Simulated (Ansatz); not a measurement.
## WC: what symmetry allows forces and stress to be

```
W C
1.0
     0.00000    2.19268    2.19268
     2.19268    0.00000    2.19268
     2.19268    2.19268    0.00000
W C
1 1
Cartesian
  0.0000 0.0000 0.0000
  2.2377 2.1927 2.1927
```

The calculation used DFT PBEsol, scalar-relativistic, plane waves, PAW in Ansatz 0.2.0.

Settings: cutoff 420 eV, Γ-centred mesh 14×14×14 on the computed 2-atom cell, Gaussian smearing of 0.10 eV; no spin polarisation.

This distorted cell has space group I4mm, with 8 operations.

Q: Without a calculation: in which directions can each atom feel a force?

A: A force must be left unchanged by every operation that keeps its atom in place, so it lies in the space that those operations leave fixed. Atoms that the group maps onto each other feel forces of one size.
```json
{"atom": "W1", "site symmetry": "4mm", "operations at the site": "8", "equivalent to atom": "1", "allowed force (Cartesian)": "along (1.00, 0.00, 0.00)"}
{"atom": "C2", "site symmetry": "4mm", "operations at the site": "8", "equivalent to atom": "2", "allowed force (Cartesian)": "along (1.00, 0.00, 0.00)"}
```

That leaves 2 independent force components of 6, tied by 1 condition that the forces sum to zero, so 1 remains. A relaxation in this cell that keeps the symmetry moves the atoms in these directions alone.

Q: And the stress tensor?

A: It must be invariant under the point group, which leaves 2 independent components: yz, xz, xy vanish; yy = zz.

Q: Do the computed values obey this?

A: Yes. Forces (eV/Å):
```
W1   0.289  0.000  0.000
C2  -0.289  0.000  0.000
```

Stress (GPa, compression positive, xx yy zz yz xz xy): -9.02 -10.13 -10.13 0.00 0.00 0.00. The program imposes the same operations on density, forces and stress, so this confirms the analysis and is no independent test of the calculation.

Spin–orbit coupling is left out, which can shift energies with elements as heavy as these.

This rock-salt form isn't the usual stable structure of the compound.